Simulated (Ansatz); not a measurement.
TiSe₂: settings compared (Ansatz)

The command:

```bash
ansatz run input.yaml --threads 1 --pin off --max-ram 2560MiB --backend cpu --events-out ev --progress --plain --runs-dir out
```

input.yaml:

```yaml
crystal:
  lattice:
    - [3.559565, 0.0, 0.0]
    - [-1.779782, 3.082675, 0.0]
    - [0.0, 0.0, 6.017551]
  atoms:
    - { symbol: Se, position: [0.3333, 0.6667, 0.25] }
    - { symbol: Se, position: [0.6667, 0.3333, 0.75] }
    - { symbol: Ti, position: [0.0, 0.0, 0.0] }
  symmetry: { tolerance: 0.0003 }
kpoints:
  mp_grid: { grid: [6, 6, 3], shift: [0, 0, 0] }
magnetization:
  spin_polarized: false
scf:
  occupations: { method: gaussian, width: 0.0414 }
hamiltonian:
  pseudopotentials: { kind: paw }
  xc: pbe
basis:
  ecutwfc: 420
output:
  forces: true
  stress: true
  eigenvalues: true
  write_density: true
  write_potential: true
  elf: true
  volumetric_format: npy
relax:
  max_steps: 40
  cell: {}
```

Origin of the cell: a database entry, scaled a little.

Output of this run (shortened):

```
SCF iter   1: F=—  HF=-13441.147859 eV  Δρ=2.06e-3  dr2=4.99e-3
SCF iter   2: F=—  HF=-13441.148419 eV  Δρ=1.26e-3  dr2=2.20e-3  defer=13
SCF iter   3: F=—  HF=-13441.148184 eV  Δρ=3.27e-4  dr2=1.26e-4  defer=13
SCF iter   4: F=—  HF=-13441.148174 eV  Δρ=6.15e-5  dr2=3.02e-6  defer=13
SCF iter   5: F=—  HF=-13441.148190 eV  Δρ=2.96e-5  dr2=7.21e-7  defer=13
SCF iter   6: F=-13441.148190 eV  HF=-13441.148190 eV  Δρ=6.15e-6  dr2=2.29e-8
relax step   1: F+E_penalty+E_count = -13441.148190 eV  Δ(F+E_penalty+E_count) = +0.000e0 eV  max|allowed force component| = 3.280e-1 eV/Å  Δτ_max = 0.0000 Å  P = +1.714 GPa  Ω = 66.030 Å³  ( […]
relax step   2: F+E_penalty+E_count = -13441.160559 eV  Δ(F+E_penalty+E_count) = -1.237e-2 eV  max|allowed force component| = 3.885e-1 eV/Å  Δτ_max = 0.0291 Å  P = -0.345 GPa  Ω = 66.588 Å³ […]
relax step   3: F+E_penalty+E_count = -13441.186423 eV  Δ(F+E_penalty+E_count) = -2.586e-2 eV  max|allowed force component| = 5.316e-2 eV/Å  Δτ_max = 0.0701 Å  P = -0.099 GPa  Ω = 69.307 Å³ […]
relax step   4: F+E_penalty+E_count = -13441.190297 eV  Δ(F+E_penalty+E_count) = -3.874e-3 eV  max|allowed force component| = 2.138e-2 eV/Å  Δτ_max = 0.0341 Å  P = +0.130 GPa  Ω = 70.648 Å³ […]
relax step   5: F+E_penalty+E_count = -13441.191265 eV  Δ(F+E_penalty+E_count) = -9.681e-4 eV  max|allowed force component| = 1.276e-2 eV/Å  Δτ_max = 0.0187 Å  P = +0.066 GPa  Ω = 71.593 Å³ […]
[… 2 lines left out …]
relax step   8: F+E_penalty+E_count = -13441.193529 eV  Δ(F+E_penalty+E_count) = -5.125e-4 eV  max|allowed force component| = 1.090e-3 eV/Å  Δτ_max = 0.0159 Å  P = +0.046 GPa  Ω = 72.622 Å³ […]
relax step   9: F+E_penalty+E_count = -13441.193647 eV  Δ(F+E_penalty+E_count) = -1.188e-4 eV  max|allowed force component| = 6.359e-4 eV/Å  Δτ_max = 0.0081 Å  P = +0.019 GPa  Ω = 73.065 Å³ […]
relax step  10: F+E_penalty+E_count = -13441.193684 eV  Δ(F+E_penalty+E_count) = -3.670e-5 eV  max|allowed force component| = 5.067e-4 eV/Å  Δτ_max = 0.0112 Å  P = +0.015 GPa  Ω = 73.658 Å³ […]
relax step  11: F+E_penalty+E_count = -13441.193673 eV  Δ(F+E_penalty+E_count) = +1.119e-5 eV  max|allowed force component| = 1.183e-3 eV/Å  Δτ_max = 0.0024 Å  P = -0.001 GPa  Ω = 73.802 Å³ […]
relax step  12: F+E_penalty+E_count = -13441.193811 eV  Δ(F+E_penalty+E_count) = -1.378e-4 eV  max|allowed force component| = 1.142e-3 eV/Å  Δτ_max = 0.0000 Å  P = -0.006 GPa  Ω = 73.802 Å³  stress off target by 1.18e-2 GPa […]
SCF 12 converged in 7 iterations: F = -13441.193811 eV  dr2 = 2.58e-11
basis re-selected at this cell: Δ(F+E_penalty+E_count) = -1.378e-4 eV, ΔP = -0.005 GPa vs the last step (what re-selecting the basis moved, of the pressure what is left beyond the Pulay corre […]
SCF converged after 7 iterations
Free energy (F): -13441.193811 eV
Harris-Foulkes:  -13441.193811 eV  (|F-HF|=0.00e0)
Internal energy: -13441.193168 eV  (E = F + TS)
E sigma→0 (E₀):  -13441.193489 eV
Entropy (-TS):   -0.000643 eV (-0.214 meV/atom)
Fermi energy:    7.823446 eV
--- Per-component energies (eV) ---
  E_band       = -999.466212
  E_kinetic    = 508.395423
  E_local      = -6740.116371  (includes V_loc(G=0)·N_el)
  E_nonlocal   = -1185.162605
  E_hartree    = 3233.615748
  E_xc         = -306.489087
  E_vxc        = -319.044091  (∫ρ·V_xc dr)
  E_paw        = -4868.877473  (= ΣΔE_a)
  E_vpaw       = 269.231234  (= ΣTr[D̂ρ^β])
  E_aug_tail   = -0.001093  (compensation charges beyond the density's cutoff)
  E_ewald      = -4082.557710
  E_smearing   = -0.000643  (= −TS)
  Σ components = -13441.193811   (vs F -13441.193811, Δ=0.00e0)
--- Forces (eV/Å), atoms counted from 1 ---
  atom   1  Se     0.000000     0.000000     0.001142
  atom   2  Se    -0.000000    -0.000000    -0.001142
  atom   3  Ti    -0.000000     0.000000     0.000000
  max |Σ_I F_I| component: 2.31e-18 eV/Å
--- Stress (GPa, compression-positive) ---
       -0.011799       0.000000       0.000000
        0.000000      -0.011799       0.000000
        0.000000       0.000000       0.004545
  P = ⅓ Tr σ = -0.0064 GPa (-0.064 kbar)
--- Relaxed structure (10 steps of the walk, 10 accepted, 2 SCFs on fresh bases) ---
  F+E_penalty+E_count = -13441.193811 eV   max|allowed force component| = 1.142e-3 eV/Å   (the final SCF, on the basis selected at the relaxed cell)
  cell:  # Å, volume = 73.8019 Å³
    - [3.533745, -2.865e-7, 0.0]
    - [-1.766872, 3.060313, 1.446e-17]
    - [0.0, 2.824e-17, 6.824434]
  atoms:
    - { symbol: Se, position: [0.333333, 0.666667, 0.227611] }
    - { symbol: Se, position: [0.666667, 0.333333, 0.772389] }
    - { symbol: Ti, position: [0.0, 0.0, 1.921e-19] }
```

The same input was run again with these changes:

1. `scf.eigensolver.kind` default → davidson
2. `kpoints.mp_grid.grid` [6, 6, 3] → [9, 9, 4]; `scf.mixing.algorithm` default → anderson; `scf.mixing.beta` default → 0.7; `scf.mixing.ndim` default → 4
3. `scf.occupations.method` gaussian → methfessel_paxton; `scf.occupations.width` 0.0414 → 0.3; `scf.n_extra_bands` default → 16
4. `kpoints.mp_grid.grid` [6, 6, 3] → [8, 8, 4]

```json
{"run": "base", "end": "converged", "SCF iterations": "78", "volume (Å³/atom)": "24.60", "max force component (eV/Å)": "0.001", "gap on mesh (eV)": "none", "moment (μB)": "–", "ΔE(σ→0) (meV/atom)": "0"}
{"run": "1", "end": "converged", "SCF iterations": "86", "volume (Å³/atom)": "24.60", "max force component (eV/Å)": "0.001", "gap on mesh (eV)": "none", "moment (μB)": "–", "ΔE(σ→0) (meV/atom)": "0.00"}
{"run": "2", "end": "converged", "SCF iterations": "72", "volume (Å³/atom)": "24.35", "max force component (eV/Å)": "0.001", "gap on mesh (eV)": "none", "moment (μB)": "–", "ΔE(σ→0) (meV/atom)": "-3.59"}
{"run": "3", "end": "converged", "SCF iterations": "78", "volume (Å³/atom)": "24.80", "max force component (eV/Å)": "0.001", "gap on mesh (eV)": "–", "moment (μB)": "–", "ΔE(σ→0) (meV/atom)": "-0.79"}
{"run": "4", "end": "converged", "SCF iterations": "71", "volume (Å³/atom)": "24.38", "max force component (eV/Å)": "0.000", "gap on mesh (eV)": "none", "moment (μB)": "–", "ΔE(σ→0) (meV/atom)": "-3.35"}
```

Energies are compared only where functional, datasets, charge and starting cell are the same.

Caveats of the base run: no dispersion correction, so spacings can come out too large where layers or molecules are weakly bound; no moments, though an odd count or open d shells may carry them; the k mesh is coarse if the cell is a metal; the relaxation held the start's symmetry, so the end may be a saddle point.

Run 3: wide smearing.

The base run took 18 s on 1 thread of Intel(R) Xeon(R) Platinum 8488C (Sapphire Rapids), with other jobs on the host, peak memory 0.43 GiB, from the program's own first density.
